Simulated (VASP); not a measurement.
A run of VASP 6.6.1:

Contents of INCAR:

```
SYSTEM = NiO
ALGO = Normal
AMIX = 0.2
AMIX_MAG = 0.8
BMIX = 1E-4
BMIX_MAG = 1E-4
EDIFF = 1E-6
EDIFFG = -0.01
ENCUT = 600
GGA = PE
IBRION = 2
ISIF = 3
ISMEAR = 0
ISPIN = 2
LASPH = .TRUE.
LCHARG = .FALSE.
LDAU = .TRUE.
LDAUJ = 0 0
LDAUL = 2 -1
LDAUPRINT = 1
LDAUTYPE = 2
LDAUU = 6.2 0
LMAXMIX = 4
LORBIT = 11
LREAL = .FALSE.
LWAVE = .FALSE.
MAGMOM = 2 0
NELM = 150
NSW = 90
PREC = Accurate
SIGMA = 0.03
```

Contents of KPOINTS:

```
k-points
0
G
  12 12 12
  0 0 0
```

POSCAR

```
NiO
1.0
    0.0000000000      2.0859016400      2.0859016400
    2.0859016400      0.0000000000      2.0859016400
    2.0859016400      2.0859016400      0.0000000000
Ni O
1 1
Direct
    0.0000000000      0.0000000000      0.0000000000
    0.5000000000      0.5000000000      0.5000000000
```

Potentials or basis: VASP PAW PBE potentials, release 64 (Ni, O).

Launch:

```bash
$ cat potpaw_PBE.64/Ni/POTCAR potpaw_PBE.64/O/POTCAR > POTCAR
$ mpirun -np 1 vasp_std > vasp.out
```

Hardware: 1 thread of Intel(R) Xeon(R) 6975P-C (Granite Rapids) (shared host).

How long does it take, and how much memory?

It took 29 s on 1 thread of Intel(R) Xeon(R) 6975P-C (Granite Rapids), with other jobs on the host, peak memory 0.17 GiB. Counts: scf iterations 31, k points 72, ion steps 3.
